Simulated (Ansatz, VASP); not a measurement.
**One calculation of AlN, two programs**

INCAR

```
  PREC = Accurate
  ENCUT = 520
  EDIFF = 1E-7
  ISMEAR = 0
  SIGMA = 0.05
  LREAL = False
  LASPH = True
  NELM = 80
  ALGO = Normal
  ISIF = 2
  LWAVE = False
  LCHARG = False
  NBANDS = 16
```

File KPOINTS:

```
Automatic mesh
0
Gamma
  9 9 6
```

POSCAR

```
AlN
1.0
    3.1659609617      0.0000000000      0.0000000000
   -1.5829804808      2.7418026202      0.0000000000
    0.0000000000      0.0000000000      5.0673630437
Al N
2 2
Direct
    0.3333333333      0.6666666667      0.0015212672
    0.6666666667      0.3333333333      0.5015212672
    0.3333333333      0.6666666667      0.3834787328
    0.6666666667      0.3333333333      0.8834787328
```

Input for Ansatz:

```yaml
crystal:
  lattice:
    - [3.1659609617, 0.0, 0.0]
    - [-1.5829804808, 2.7418026202, 0.0]
    - [0.0, 0.0, 5.0673630437]
  atoms:
    - { symbol: Al, position: [0.3333333333, 0.6666666667, 0.0015212672] }
    - { symbol: Al, position: [0.6666666667, 0.3333333333, 0.5015212672] }
    - { symbol: "N", position: [0.3333333333, 0.6666666667, 0.3834787328] }
    - { symbol: "N", position: [0.6666666667, 0.3333333333, 0.8834787328] }
basis:
  ecutwfc: 520.0
kpoints:
  mp_grid: { grid: [9, 9, 6] }
hamiltonian:
  xc: lda
scf:
  occupations: { method: gaussian, width: 0.05 }
output:
  forces: true
  stress: true
  eigenvalues: true
```

Change from the starting cell: mode 5 frozen in at +0.000 Å, equal normal strain along x, y and z +0.0250.

Alike in both runs: task single point; functional LDA; k mesh 9 × 9 × 6; occupations gaussian, width 0.05 eV; no spin polarisation.

|  | VASP | Ansatz |
| --- | --- | --- |
| version | VASP 6.6.1 | Ansatz 0.2.0 |
| potentials or method | VASP PAW LDA potentials, release 64 (Al, N) | scalar-relativistic, plane waves, PAW |
| plane-wave cutoff (eV) | 520 | 520 |
| valence electrons in the cell | 16 | 16 |

VASP gave:

```
gap on the k mesh at the Fermi level (eV)       : 3.77
least direct gap on the mesh (eV)               : 3.77
pressure (GPa)                                  : -13.1
largest component of the traceless stress (GPa) : 0.60
rms of the force components (eV/Å)              : 0.016
```

Question: Estimate Ansatz's values.

Answer: gap on the k mesh at the Fermi level (eV): 3.77; least direct gap on the mesh (eV): 3.77; pressure (GPa): -13.5; largest component of the traceless stress (GPa): 0.61; rms of the force components (eV/Å): 0.016.

Atom by atom the forces differ by 0.000 eV/Å (rms over components).

Caveats: an odd mesh through Γ misses points on the zone boundary, where band edges often lie.
